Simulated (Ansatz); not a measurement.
# TaN: do energies and stresses tell the same story?

Method: DFT PBEsol, scalar-relativistic, plane waves, PAW (Ansatz).

Cutoff 420 eV; k points 18×18×14 on the computed 2-atom cell (Γ-centred); Gaussian smearing, width 0.10 eV; no spin polarisation.

Relaxed cell: P-6m2, a = 2.924 Å, b = 2.924 Å, c = 2.871 Å, α = 90.00°, β = 90.00°, γ = 120.00°, 2 atoms in the primitive cell. This form isn't the usual stable structure of the compound.

Energies at zero smearing and pressures from the stress tensor, at volumes with shape and atoms relaxed:
| V (Å³/atom) | E − E(first) (meV/atom) | P (GPa) |
| --- | --- | --- |
| 9.990 | 0.00 | 25.59 |
| 10.309 | -36.82 | 11.78 |
| 10.628 | -48.23 | 0.00 |
| 10.947 | -37.97 | -10.04 |
| 11.265 | -9.26 | -18.58 |

Task: Check P = −dE/dV between neighbouring volumes, and get the bulk modulus from the pressures alone.

Result: With 1 eV/Å³ = 160.2 GPa:
```tsv
middle V (Å³/atom)	−ΔE/ΔV (GPa)	mean P (GPa)
10.150	18.504	18.684
10.468	5.732	5.887
10.787	-5.155	-5.019
11.106	-14.426	-14.311
```

The two differ by 0.18 GPa at most. The mean of two end pressures misses the average over a step by about ΔV² P″/12, up to 0.18 GPa here; with that taken off 0.00 GPa remains. Around V = 10.628 Å³/atom, the two neighbours give B = −V ΔP/ΔV = 10.628 × 21.81 / 0.638 = 363.6 GPa, against B0 = 361.9 GPa from the Birch–Murnaghan fit of the energies.

Spin–orbit coupling is left out, which can shift energies with elements as heavy as these.